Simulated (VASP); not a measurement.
# KBr (Fm-3m) in VASP: a series of runs

One crystal, KBr, is run at these levels: PBE; tasks: single point, relaxation of cell and atoms.

All numbers are computed with VASP 6.6.1; they aren't measurements. Logs are shortened: lines on timing, memory, paths and dates and some standing lists are left out, and cuts for length are marked.

## 1. The crystal as given

Symmetry: Fm-3m, No. 225, cubic system. The conventional cell has a = 6.701 Å, b = 6.701 Å, c = 6.701 Å, α = 90.00°, β = 90.00°, γ = 90.00°. K (site symmetry m-3m) is surrounded by 6 Br at 3.35 Å. Br (site symmetry m-3m) has 6 K at 3.35 Å as nearest neighbours.

## 2. Single point, PBE

INCAR reads:

```
PREC = Accurate
ENCUT = 520
EDIFF = 1E-6
ISMEAR = 0
SIGMA = 0.02
LREAL = False
LASPH = True
NELM = 100
ALGO = Normal
ISIF = 2
LWAVE = False
LCHARG = False
GGA = PE
NBANDS = 15
```

KPOINTS reads:

```
Automatic mesh
0
Gamma
  6 6 6
```

POSCAR reads:

```
KBr
1.0
    0.0000000000      3.3504479353      3.3504479353
    3.3504479353      0.0000000000      3.3504479353
    3.3504479353      3.3504479353      0.0000000000
K Br
1 1
Direct
    0.0000000000      0.0000000000      0.0000000000
    0.5000000000      0.5000000000      0.5000000000
```

Potentials or basis: VASP PAW PBE potentials, release 64 (K_sv, Br).

The run is started by

```
> cat potpaw_PBE.64/K_sv/POTCAR potpaw_PBE.64/Br/POTCAR > POTCAR
> mpirun -np 1 vasp_std > vasp.out
```

OUTCAR:

```text
PREC = Accurate
   ENCUT = 520
   EDIFF = 1E-6
   ISMEAR = 0
   LREAL = False
   LASPH = True
   NELM = 100
   ISIF = 2
   GGA = PE

 ion  position               nearest neighbor table
   1  0.000  0.000  0.000-
   2  0.500  0.500  0.500-

  LATTYP: Found a face centered cubic cell.
 ALAT       =     6.7008958706

  Lattice vectors:

 A1 = (   0.0000000000,   3.3504479353,   3.3504479353)
 A2 = (   3.3504479353,   0.0000000000,   3.3504479353)
 A3 = (   3.3504479353,   3.3504479353,   0.0000000000)

Analysis of symmetry for initial positions (statically):
=====================================================================
 Subroutine PRICEL returns:
 Original cell was already a primitive cell.

 Routine SETGRP: Setting up the symmetry group for a
 face centered cubic supercell.

 Subroutine GETGRP returns: Found 48 space group operations
 (whereof 48 operations were pure point group operations)
 out of a pool of 48 trial point group operations.

The static configuration has the point symmetry O_h .

Analysis of symmetry for dynamics (positions and initial velocities):
=====================================================================
 Subroutine PRICEL returns:
 Original cell was already a primitive cell.

 Routine SETGRP: Setting up the symmetry group for a
 face centered cubic supercell.

 Subroutine GETGRP returns: Found 48 space group operations
 (whereof 48 operations were pure point group operations)
 out of a pool of 48 trial point group operations.

The dynamic configuration has the point symmetry O_h .

 Subroutine INISYM returns: Found 48 space group operations
 (whereof 48 operations are pure point group operations),
 and found     1 'primitive' translations

----------------------------------------------------------------------------------------

                                     Primitive cell

  volume of cell :      75.2209

  direct lattice vectors                    reciprocal lattice vectors
     0.000000000  3.350447935  3.350447935    -0.149233777  0.149233777  0.149233777
     3.350447935  0.000000000  3.350447935     0.149233777 -0.149233777  0.149233777
     3.350447935  3.350447935  0.000000000     0.149233777  0.149233777 -0.149233777

  length of vectors
     4.738248910  4.738248910  4.738248910     0.258480484  0.258480484  0.258480484

  position of ions in fractional coordinates (direct lattice)
     0.000000000  0.000000000  0.000000000
     0.500000000  0.500000000  0.500000000

[... 76 lines left out ...]
   TEBEG  =    0.0;   TEEND  =   0.0 temperature during run
   PSTRESS=    0.0 pullay stress
   NELECT =      16.0000    total number of electrons
   NUPDOWN=      -1.0000    fix difference up-down
   EMIN   =  10.00;   EMAX   =-10.00  energy-range for DOS
   EFERMI =   0.00;   METHOD = LEGACY
   ISMEAR =     0;   SIGMA  =   0.02  broadening in eV -4-tet -1-fermi 0-gaus
   EFERMI_NEDOS =   21; number of points for ismear=-14 and -15
   IALGO  =     38    algorithm
   IMIX   =      4    mixing-type and parameters
     AMIX     =   0.40;   BMIX     =  1.00
     AMIX_MAG =   1.60;   BMIX_MAG =  1.00
  volume/ion in A,a.u.               =      37.61       253.81
  Fermi-wavevector in a.u.,A,eV,Ry     =   0.977242  1.846719 12.993580  0.955001
  Thomas-Fermi vector in A             =   2.107924
   LORBIT       =      0    0 simple, 1 ext, 2 COOP (PROOUT), +10 PAW based schemes
   GGA     = PE    functional components
   LHFCALC =     F    Hartree Fock is set to
   AEXX    =    0.0000 exact exchange contribution
   IVDW    =     0    specifies the selected vdW correction
   LEPSILON=     F    determine dielectric tensor
   LRPA    =     F    only Hartree local field effects (RPA)
 non-spin polarized calculation
 Gauss-broadening in eV      SIGMA  =   0.02
  energy-cutoff  :      520.00
  volume of cell :       75.22
 maximum number of plane-waves:      2085
   NGX = 17   NGY = 17   NGZ = 17

 number of electron      16.0000000 magnetization

 Free energy of the ion-electron system (eV)
  ---------------------------------------------------
  ext. energy  EPLUGINS =         0.00000000
  ---------------------------------------------------
  free energy    TOTEN  =        -6.22355951 eV

  energy without entropy =       -6.22355951  energy(sigma->0) =       -6.22355951

 E-fermi :  -1.7981     XC(G=0):  -7.1906

 val. band max:       -1.9148992708   @ k =   0.0000   0.0000   0.0000
 cond. band min:       2.4000084053   @ k =   0.0000   0.0000   0.0000
 fundamental gap:      4.3149076762
 Fermi energy:        -1.7980524314

 k-point     1 :       0.0000    0.0000    0.0000
  band No.  band energies     occupation
      1     -29.7961      2.00000
      2     -14.1540      2.00000
      3     -13.2699      2.00000
      4     -13.2699      2.00000
      5     -13.2699      2.00000
      6      -1.9149      2.00000
      7      -1.9149      2.00000
      8      -1.9149      2.00000
      9       2.4000      0.00000
     10       5.6757      0.00000
     11       5.6757      0.00000
     12       5.6757      0.00000
     13       6.4709      0.00000
     14       6.4709      0.00000
[... 257 lines left out ...]
      2     -14.1380      2.00000
      3     -13.3330      2.00000
      4     -13.3106      2.00000
      5     -13.2082      2.00000
      6      -2.5797      2.00000
      7      -2.3527      2.00000
      8      -2.3353      2.00000
      9       4.6786      0.00000
     10       5.8216      0.00000
     11       6.2602      0.00000
     12       7.1486      0.00000
     13       7.9519      0.00000
     14       8.7233      0.00000
     15       9.1765      0.00000

------------------------ aborting loop because EDIFF is reached ----------------------------------------

  FORCE on cell =-STRESS in cart. coord.  units (eV):
  Direction    XX          YY          ZZ          XY          YZ          ZX
  --------------------------------------------------------------------------------------
  -------------------------------------------------------------------------------------
  Total        0.0274013      0.0274013      0.0274013      0.0000000      0.0000000     -0.0000000
  in kB        0.5836377      0.5836377      0.5836377      0.0000000      0.0000000     -0.0000000
  external PRESSURE =       0.5836377 kB  Pullay stress =       0.0000000 kB

 VOLUME and BASIS-vectors are now :
 -----------------------------------------------------------------------------
  energy-cutoff  :      520.00
  volume of cell :       75.22
      direct lattice vectors                 reciprocal lattice vectors
     0.000000000  3.350447935  3.350447935    -0.149233777  0.149233777  0.149233777
     3.350447935  0.000000000  3.350447935     0.149233777 -0.149233777  0.149233777
     3.350447935  3.350447935  0.000000000     0.149233777  0.149233777 -0.149233777

 POSITION                                       TOTAL-FORCE (eV/Angst)
 -----------------------------------------------------------------------------------
      0.00000      0.00000      0.00000        -0.000000     -0.000000     -0.000000
      3.35045      3.35045      3.35045         0.000000      0.000000      0.000000
 -----------------------------------------------------------------------------------
    total drift:                                0.000000      0.000000      0.000000

  FREE ENERGIE OF THE ION-ELECTRON SYSTEM (eV)
  ---------------------------------------------------
  free  energy   TOTEN  =        -6.2235595104 eV

  energy  without entropy=       -6.2235595104  energy(sigma->0) =       -6.22355951
```

OSZICAR:

```text
N       E                     dE             d eps       ncg     rms          rms(c)
DAV:   1     0.956755503352E+02    0.95676E+02   -0.67365E+03   480   0.921E+02
DAV:   2    -0.479297040334E+00   -0.96155E+02   -0.89462E+02   643   0.223E+02
DAV:   3    -0.615672141882E+01   -0.56774E+01   -0.56487E+01   655   0.480E+01
DAV:   4    -0.640515577468E+01   -0.24843E+00   -0.24838E+00   723   0.836E+00
DAV:   5    -0.640731183092E+01   -0.21561E-02   -0.21560E-02   648   0.878E-01    0.289E+00
DAV:   6    -0.622544002833E+01    0.18187E+00   -0.22972E-01   606   0.225E+00    0.210E+00
DAV:   7    -0.621276426789E+01    0.12676E-01   -0.11022E-01   655   0.175E+00    0.980E-01
DAV:   8    -0.622239254734E+01   -0.96283E-02   -0.12770E-02   546   0.802E-01    0.114E-01
DAV:   9    -0.622324507650E+01   -0.85253E-03   -0.96003E-04   634   0.189E-01    0.811E-02
DAV:  10    -0.622354094280E+01   -0.29587E-03   -0.31123E-04   515   0.102E-01    0.133E-02
DAV:  11    -0.622355701267E+01   -0.16070E-04   -0.28938E-05   659   0.293E-02    0.525E-03
DAV:  12    -0.622355940536E+01   -0.23927E-05   -0.44759E-06   521   0.138E-02    0.207E-03
DAV:  13    -0.622355951040E+01   -0.10504E-06   -0.18622E-07   506   0.244E-03
   1 F= -.62235595E+01 E0= -.62235595E+01  d E =-.235144E-18
```

stdout:

```text
POSCAR found type information on POSCAR K Br
 POSCAR found :  2 types and       2 ions
 scaLAPACK will be used
 LDA part: xc-table for (Slater+PW92), standard interpolation
 POSCAR, INCAR and KPOINTS ok, starting setup
 FFT: planning ... GRIDC
 FFT: planning ... GRID_SOFT
 FFT: planning ... GRID
 WAVECAR not read
 entering main loop
```

Run time: 20 s. Hardware: 1 thread of Intel Xeon Platinum 8488C (Sapphire Rapids), shared host; peak memory 0.2 GiB.

What came out:

| Item | Value |
| --- | --- |
| Free energy | -6.2236 eV |
| Pressure | 0.1 GPa |
| Band gap on the k mesh | 4.31 eV, direct |

PBE gaps usually lie below the measured ones, often by a third to a half.

## 3. Relaxation of cell and atoms, PBE

This run uses another cell than the first one, of 35.94 Å³/atom, 0.956 times its volume.

INCAR reads:

```
ALGO = Normal ; EDIFF = 1E-7
EDIFFG = -0.005 ; ENCUT = 600
GGA = PE ; IBRION = 2
ISIF = 3 ; ISMEAR = 0
LASPH = T ; LCHARG = F
LREAL = F ; LWAVE = F
NELM = 100 ; NSW = 100
PREC = Accurate ; SIGMA = 0.02
```

KPOINTS reads:

```
k-points
0
Gamma
  6 6 6
```

POSCAR reads:

```
KBr
1.0
    0.0000000000      3.3000000000      3.3000000000
    3.3000000000      0.0000000000      3.3000000000
    3.3000000000      3.3000000000      0.0000000000
K Br
1 1
Direct
    0.0000000000      0.0000000000      0.0000000000
    0.5000000000      0.5000000000      0.5000000000
```

Potentials or basis: VASP PAW PBE potentials, release 64 (K_sv, Br).

The run is started by

```
> cat potpaw_PBE.64/K_sv/POTCAR potpaw_PBE.64/Br/POTCAR > POTCAR
> mpirun -np 1 vasp_std > vasp.out
```

Run time: 83 s. Hardware: 1 thread of Intel Xeon Platinum 8488C (Sapphire Rapids), shared host; peak memory 0.25 GiB.

Results (log left out):

```yaml
Free_energy: -6.2236 eV
Relaxed_volume: 37.79 Å³/atom
Relaxed_cell: a = 4.746 Å, b = 4.746 Å, c = 4.746 Å, α = 60.00°, β = 60.00°, γ = 60.00°
Space_group_after_relaxing_to_0.05_Å: Fm-3m (No. 225)
Energy_gained_by_relaxing: 4.2 meV/atom
Ionic_steps: 4
Pressure_after_relaxing: 0.0 GPa
Band_gap_on_the_k_mesh: 4.30 eV, direct
```

The path:
| step | energy change (eV) | largest force (eV/Å) | pressure (GPa) | volume (Å³) |
| --- | --- | --- | --- | --- |
| 1 | 0.0000 | 0.0000 | 0.76 | 71.87 |
| 2 | -0.0063 | 0.0000 | 0.37 | 73.67 |
| 3 | -0.0084 | 0.0000 | -0.05 | 75.85 |
| 4 | -0.0084 | 0.0000 | 0.00 | 75.59 |

Final structure:
```xyz
2
Lattice="0.0000 3.3559 3.3559 3.3559 0.0000 3.3559 3.3559 3.3559 0.0000" Properties=species:S:1:pos:R:3 pbc="T T T"
K     0.0000    0.0000    0.0000
Br    3.3559    3.3559    3.3559
```

Levels at points of the mesh, in eV from the valence-band top:
| k point | band 6 | band 7 | band 8 | band 9 | band 10 | band 11 |
| --- | --- | --- | --- | --- | --- | --- |
| (0.00, 0.00, 0.00) | 0.00 | 0.00 | 0.00 | 4.30 | 7.59 | 7.59 |
| (0.50, 0.00, 0.00) | -1.08 | -0.29 | -0.29 | 6.48 | 8.04 | 9.62 |
| (0.50, 0.50, 0.00) | -0.76 | -0.27 | -0.27 | 5.91 | 7.02 | 9.23 |

PBE usually gives volumes a little too large and moduli too small. Zero-point motion and thermal expansion aren't in these numbers.
